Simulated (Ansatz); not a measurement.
# GaCuSe2: the cost of one run

Computed with Ansatz 0.2.0 (DFT PBE, scalar-relativistic, plane waves, PAW, unless a step's input says otherwise).

2 further runs of the same task are left out: 2 set aside as unsound or not needed.

## (1) The starting structure

The structure is tetragonal, space group I-42d (No. 122). Conventional cell: a = 5.672 Å, b = 5.672 Å, c = 11.261 Å, α = 90.00°, β = 90.00°, γ = 90.00°. Around Ga (site symmetry -4) lie 4 Se at 2.47 Å. Cu (site symmetry -4) has 4 Se at 2.43 Å in its first shell of neighbours. Se (site symmetry 2) has 2 Cu at 2.43 Å and 2 Ga at 2.47 Å in its first shell of neighbours.

As a file:

```
Ga Cu Se
1.0
    -2.83613    2.83613    5.63033
     2.83613   -2.83613    5.63033
     2.83613    2.83613   -5.63033
Ga Cu Se
2 2 4
Cartesian
  0.0000 0.0000 5.6303
  2.8361 0.0000 2.8152
  0.0000 0.0000 0.0000
  0.0000 2.8361 2.8152
  1.3828 1.4181 1.4076
  1.4181 4.2894 -1.4076
  1.4533 1.4181 7.0379
  1.4181 -1.4533 4.2227
```

This cell was relaxed beforehand with the same method: volume 22.64 Å³/atom, gap on the mesh none (metal).

## (2) Relaxing to 0.001 eV/Å, with the smearing for a metal

Response runs need a geometry at rest under their own mesh and occupations; hence this stricter relaxation.

File input.yaml:

```yaml
crystal:
  lattice:
    - [-2.8361272938, 2.8361272938, 5.6303263311]
    - [2.8361272938, -2.8361272938, 5.6303263311]
    - [2.8361272938, 2.8361272938, -5.6303263311]
  atoms:
    - { symbol: Ga, position: [0.5, 0.5, 0.0] }
    - { symbol: Ga, position: [0.25, 0.75, 0.5] }
    - { symbol: Cu, position: [0.0, 0.0, 0.0] }
    - { symbol: Cu, position: [0.75, 0.25, 0.5] }
    - { symbol: Se, position: [0.375, 0.3687910477, 0.4937910477] }
    - { symbol: Se, position: [0.6312089523, 0.125, 1.0062089523] }
    - { symbol: Se, position: [0.875, 0.8812089523, 0.5062089523] }
    - { symbol: Se, position: [0.1187910477, 0.625, -0.0062089523] }
basis:
  ecutwfc: 420
kpoints:
  mp_grid: { grid: [10, 10, 10] }
hamiltonian:
  xc: pbe
scf:
  occupations: { method: fermi_dirac, width: 0.15 }
output:
  forces: true
  stress: true
  eigenvalues: true
relax:
  adjacent_minimum: "off"
  f_tol: 0.001
  max_steps: 60
  cell: { stress_tol: 0.01 }
```

Run with:

```console
ansatz run input.yaml --threads 4 --pin off --max-ram 10240MiB --backend cpu --events-out ev --progress --plain --runs-dir out
```

**Question.** How long does this run take on 4 threads of Intel Xeon at 2.50GHz (Skylake/Cascade Lake), shared host, and how much memory does it need?

About 4 min, with a peak of 1.4 GiB.
